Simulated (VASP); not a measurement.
A run of VASP 6.6.1 is set up as follows.

The input run.py:

```python
from ase.calculators.vasp import Vasp
from ase.dft.bandgap import bandgap
from ase.spacegroup import crystal

atoms = crystal(
    ['La'],
    basis=[[0.6666666667, 0.3333333333, 0.75]],
    spacegroup=194,
    setting=1,
    cellpar=[3.75, 3.75, 6.07, 90.0, 90.0, 120.0],
    primitive_cell=True,
)
calc = Vasp(
    directory='calc',
    xc='lda',
    pp='LDA',
    setups='materialsproject',
    prec='Accurate',
    encut=520,
    ediff=1e-06,
    ismear=0,
    sigma=0.05,
    lreal=False,
    lasph=True,
    nelm=60,
    algo='Normal',
    isif=2,
    lwave=False,
    lcharg=False,
    kpts=[8, 8, 5],
    gamma=True,
)
atoms.calc = calc

print('energy (eV):', atoms.get_potential_energy())
print('free energy (eV):', atoms.get_potential_energy(force_consistent=True))
print('forces (eV/A):')
print(atoms.get_forces())
print('stress (eV/A^3, Voigt):', atoms.get_stress())
print('Fermi level (eV):', calc.get_fermi_level())
gap, top, bottom = bandgap(calc)
print('band gap (eV):', gap, 'from (spin, k, band)', top, 'to', bottom)
```

Potentials or basis: VASP PAW LDA potentials, release 64 (La).

Run with:

```bash
$ python run.py
```

Q: What does it give for the band gap on the k mesh?

A: None (metal or under the smearing width).

Q: Predict the pressure.

A: -2.9 GPa.

Stress tensor (GPa, compression positive):
```
-2.71  0.00  0.00
 0.00 -2.71  0.00
 0.00  0.00 -3.17
```

The run has no spin-orbit coupling, so splittings on La are missing.
